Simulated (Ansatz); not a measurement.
# InP: the cost of one run

Method: DFT PBE, scalar-relativistic, plane waves, PAW, in Ansatz 0.2.0.

The COD entry's cell or inner coordinates are ideal or old and differ from later refinements, so a difference from it is no clean test against experiment.

### Step 1. Starting point

The structure is cubic, space group F-43m (No. 216). The conventional cell has a = 5.861 Å, b = 5.861 Å, c = 5.861 Å, α = 90.00°, β = 90.00°, γ = 90.00°. Around In (site symmetry -43m) lie 4 P at 2.54 Å. Around P (site symmetry -43m) lie 4 In at 2.54 Å.

Coordinates:

```
In P
1.0
     0.00000    8.79150    8.79150
     8.79150    0.00000    8.79150
     8.79150    8.79150    0.00000
In P
27 27
Direct
  0.00000 0.00000 0.00000
  0.00000 0.00000 0.33333
  0.00000 0.00000 0.66667
  0.00000 0.33333 0.00000
  0.00000 0.33333 0.33333
  0.00000 0.33333 0.66667
  0.00000 0.66667 0.00000
  0.00000 0.66667 0.33333
  0.00000 0.66667 0.66667
  0.33333 0.00000 0.00000
  0.33333 0.00000 0.33333
  0.33333 0.00000 0.66667
  0.33333 0.33333 0.00000
  0.33333 0.33333 0.33333
  0.33333 0.33333 0.66667
  0.33333 0.66667 0.00000
  0.33333 0.66667 0.33333
  0.33333 0.66667 0.66667
  0.66667 0.00000 0.00000
  0.66667 0.00000 0.33333
  0.66667 0.00000 0.66667
  0.66667 0.33333 0.00000
  0.66667 0.33333 0.33333
  0.66667 0.33333 0.66667
  0.66667 0.66667 0.00000
  0.66667 0.66667 0.33333
  0.66667 0.66667 0.66667
  0.08333 0.08333 0.08333
  0.08333 0.08333 0.41667
  0.08333 0.08333 0.75000
  0.08333 0.41667 0.08333
  0.08333 0.41667 0.41667
  0.08333 0.41667 0.75000
  0.08333 0.75000 0.08333
  0.08333 0.75000 0.41667
  0.08333 0.75000 0.75000
  0.41667 0.08333 0.08333
  0.41667 0.08333 0.41667
  0.41667 0.08333 0.75000
  0.41667 0.41667 0.08333
  0.41667 0.41667 0.41667
  0.41667 0.41667 0.75000
  0.41667 0.75000 0.08333
  0.41667 0.75000 0.41667
  0.41667 0.75000 0.75000
  0.75000 0.08333 0.08333
  0.75000 0.08333 0.41667
  0.75000 0.08333 0.75000
  0.75000 0.41667 0.08333
  0.75000 0.41667 0.41667
  0.75000 0.41667 0.75000
  0.75000 0.75000 0.08333
  0.75000 0.75000 0.41667
  0.75000 0.75000 0.75000
```

The runs take a perfect supercell of 54 atoms; the defect goes to fractional position (0.000, 0.000, 0.000).

### Step 2. The perfect supercell

Input file input.yaml:

```yaml
crystal:
  lattice:
    - [0.0, 8.7915, 8.7915]
    - [8.7915, 0.0, 8.7915]
    - [8.7915, 8.7915, 0.0]
  atoms:
    - { symbol: In, position: [0.0, 0.0, 0.0] }
    - { symbol: In, position: [0.0, 0.0, 0.333333] }
    - { symbol: In, position: [0.0, 0.0, 0.666667] }
    - { symbol: In, position: [0.0, 0.333333, 0.0] }
    - { symbol: In, position: [0.0, 0.333333, 0.333333] }
    - { symbol: In, position: [0.0, 0.333333, 0.666667] }
    - { symbol: In, position: [0.0, 0.666667, 0.0] }
    - { symbol: In, position: [0.0, 0.666667, 0.333333] }
    - { symbol: In, position: [0.0, 0.666667, 0.666667] }
    - { symbol: In, position: [0.333333, 0.0, 0.0] }
    - { symbol: In, position: [0.333333, 0.0, 0.333333] }
    - { symbol: In, position: [0.333333, 0.0, 0.666667] }
    - { symbol: In, position: [0.333333, 0.333333, 0.0] }
    - { symbol: In, position: [0.333333, 0.333333, 0.333333] }
    - { symbol: In, position: [0.333333, 0.333333, 0.666667] }
    - { symbol: In, position: [0.333333, 0.666667, 0.0] }
    - { symbol: In, position: [0.333333, 0.666667, 0.333333] }
    - { symbol: In, position: [0.333333, 0.666667, 0.666667] }
    - { symbol: In, position: [0.666667, 0.0, 0.0] }
    - { symbol: In, position: [0.666667, 0.0, 0.333333] }
    - { symbol: In, position: [0.666667, 0.0, 0.666667] }
    - { symbol: In, position: [0.666667, 0.333333, 0.0] }
    - { symbol: In, position: [0.666667, 0.333333, 0.333333] }
    - { symbol: In, position: [0.666667, 0.333333, 0.666667] }
    - { symbol: In, position: [0.666667, 0.666667, 0.0] }
    - { symbol: In, position: [0.666667, 0.666667, 0.333333] }
    - { symbol: In, position: [0.666667, 0.666667, 0.666667] }
    - { symbol: P, position: [0.083333, 0.083333, 0.083333] }
    - { symbol: P, position: [0.083333, 0.083333, 0.416667] }
    - { symbol: P, position: [0.083333, 0.083333, 0.75] }
    - { symbol: P, position: [0.083333, 0.416667, 0.083333] }
    - { symbol: P, position: [0.083333, 0.416667, 0.416667] }
    - { symbol: P, position: [0.083333, 0.416667, 0.75] }
    - { symbol: P, position: [0.083333, 0.75, 0.083333] }
    - { symbol: P, position: [0.083333, 0.75, 0.416667] }
    - { symbol: P, position: [0.083333, 0.75, 0.75] }
    - { symbol: P, position: [0.416667, 0.083333, 0.083333] }
    - { symbol: P, position: [0.416667, 0.083333, 0.416667] }
    - { symbol: P, position: [0.416667, 0.083333, 0.75] }
    - { symbol: P, position: [0.416667, 0.416667, 0.083333] }
    - { symbol: P, position: [0.416667, 0.416667, 0.416667] }
    - { symbol: P, position: [0.416667, 0.416667, 0.75] }
    - { symbol: P, position: [0.416667, 0.75, 0.083333] }
    - { symbol: P, position: [0.416667, 0.75, 0.416667] }
    - { symbol: P, position: [0.416667, 0.75, 0.75] }
    - { symbol: P, position: [0.75, 0.083333, 0.083333] }
    - { symbol: P, position: [0.75, 0.083333, 0.416667] }
    - { symbol: P, position: [0.75, 0.083333, 0.75] }
    - { symbol: P, position: [0.75, 0.416667, 0.083333] }
    - { symbol: P, position: [0.75, 0.416667, 0.416667] }
    - { symbol: P, position: [0.75, 0.416667, 0.75] }
    - { symbol: P, position: [0.75, 0.75, 0.083333] }
    - { symbol: P, position: [0.75, 0.75, 0.416667] }
    - { symbol: P, position: [0.75, 0.75, 0.75] }
basis:
  ecutwfc: 420
  fft_grid_basis: typed
kpoints:
  mp_grid: { grid: [1, 1, 1] }
hamiltonian:
  xc: pbe
  pseudopotentials: { kind: paw }
scf:
  occupations: { method: gaussian, width: 0.05 }
output:
  forces: true
  stress: false
  eigenvalues: true
  bader: false
  write_density: true
  volumetric_format: npy
```

Started as:

```sh
ansatz run input.yaml --threads 8 --pin off --max-ram 16384MiB --backend cpu --events-out ev --progress --plain --runs-dir out
```

**Question.** How long does this run take on 8 threads of Intel Xeon Platinum 8488C (Sapphire Rapids), shared host, and how much memory does it need?

About 5.1 s, with a peak of 1.7 GiB.
